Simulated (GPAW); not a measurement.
## InPd in GPAW: convergence with bands over the usual count

InPd:

```
In Pd
1.0
     0.00000    2.74607    2.74607
     2.74607    0.00000    2.74607
     2.74607    2.74607    0.00000
In Pd
1 1
Direct
  0.00000 0.00000 0.00000
  0.50000 0.50000 0.50000
```

The cell was built by a generator and needn't be a form met in nature.

- Program: GPAW 26.7.0
- Task: convergence study
- Functional: LDA
- Potentials or basis: the program's PAW data sets (release 1.2.1) made for this functional
- Cutoff: 600 eV
- Basis: pw
- k mesh: 8 × 8 × 8
- Occupations: fermi-dirac, width 0.05 eV
- Spin: no spin polarisation

These are the settings of the first run; the series varies bands over the usual count, with any setting tied to it.

Hardware: 1 thread of Arm Neoverse N1, on a shared host.

```csv
bands over the usual count,"energy less the tightest run, at zero smearing (meV/atom)",SCF cycles,CPU time (s),peak memory (GiB)
0.72,0.00,9,30,0.16
0.8,0.00,9,33,0.16
0.9,0.00,10,38,0.17
1,0.00,10,41,0.17
1.3,0.00,9,49,0.17
1.7,0.00,10,65,0.18
2.5,0.00,9,94,0.19
```

Against the tightest run, the energy stays within 1 meV/atom from 0.72 on. The tightest run that finished is the yardstick and may itself not be fully converged.
